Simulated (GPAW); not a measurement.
Runs of GPAW 26.7.0 on TiB. Symmetry: Pnma, No. 62, orthorhombic system. Conventional cell: a = 6.120 Å, b = 3.060 Å, c = 4.560 Å, α = 90.00°, β = 90.00°, γ = 90.00°. Ti (site symmetry m) is surrounded by 7 B at 2.34 to 2.54 Å. B (site symmetry m) is surrounded by 2 B at 1.83 Å. 

```csv
task,level,potentials or basis,k mesh,cutoff (eV),maxiter,band path,band points,convergence,mesh quality,gap on the mesh (eV),pressure (GPa),largest force (eV/Å)
band structure,r2SCAN,"GPAW PAW data sets (gpaw-data 1.2.1), pw",3 × 6 × 4,800,150,"GXSYGZURTZ,YT,UX,SR",80,-,not flagged,-,-1.4,0.27
single point,PBEsol,"PAW data sets generated in the run's folder for this functional, pw",5 × 9 × 6,800,150,-,-,-,not flagged,none,-5.4,0.27
single point,LDA,"the program's PAW data sets (release 1.2.1) made for this functional, pw",3 × 5 × 4,600,120,-,-,default,coarse,none,-11.0,(a)
band structure,PBEsol,"PAW data sets generated in the run's folder for this functional, pw",3 × 6 × 4,800,150,"GXSYGZURTZ,YT,UX,SR",80,-,not flagged,-,-5.4,0.27
```

Alike in all rows: no spin polarisation; cell as given; smearing fermi-dirac 0.05 eV.

Q: Fill in the values left out.

A: (a) 0.38.

Caveats: some runs use coarse meshes; the PAW data sets were made with another functional, which shifts forces and pressure a little (some runs); the cutoff is short for stress and forces, so pressures can be off by a GPa or more (some runs).

A k mesh can miss the band edges.

A gap of «none» marks a metal or a gap under the smearing width.

Not every run made on this cell is shown here.
